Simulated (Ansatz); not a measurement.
TiTe2:

```
CELL_PARAMETERS angstrom
3.77700 0.00000 0.00000
-1.88850 3.27098 0.00000
0.00000 0.00000 6.49800
ATOMIC_POSITIONS crystal
Te 0.33333 0.66667 0.73720
Te 0.66667 0.33333 0.26280
Ti 0.00000 0.00000 0.00000
```

```yaml
Program: Ansatz 0.2.0
Task: single point
Functional: PBEsol
Potentials_or_basis: Ansatz PAW
Cutoff: "420 eV (not typed: the program's choice for these potentials)"
k_mesh: 8 × 8 × 4
Occupations: fermi-dirac, width 0.05 eV
Spin: no spin polarisation
```

On this cell: pressure -2.3 GPa; largest force 0.128 eV/Å; band gap on the k mesh none (metal or under the smearing width).

The same run follows on a disturbed copy (atoms moved at random, drawn with an rms of 0.05 Å):

```xyz
3
Lattice="3.7770 0.0000 0.0000 -1.8885 3.2710 0.0000 0.0000 0.0000 6.4980" Properties=species:S:1:pos:R:3 pbc="T T T"
Te    0.0320    2.1613    4.8209
Te    1.8824    1.1056    1.7366
Ti   -0.0044   -0.0006    0.0156
```

**Question.** What changes?

**Answer.** The energy (extrapolated to zero smearing) moves by +1.5 meV/atom; pressure -2.2 GPa; largest force 0.210 eV/Å; band gap on the k mesh none (metal or under the smearing width).

Forces in eV/Å, atoms in the order of the input:
```
Te  -0.125  0.079  0.037
Te   0.042 -0.071 -0.194
Ti   0.083 -0.009  0.157
```

Stress tensor (GPa, compression positive):
```
-2.58  0.17  0.49
 0.17 -2.29 -0.44
 0.49 -0.44 -1.81
```

Caveats: the PAW data sets come from PBE, with cores solved anew for the run's functional, which leaves a small shift of forces and pressure; this functional lacks dispersion, which binds the layers, so the pressure and a relaxed spacing across them are unreliable (some runs).
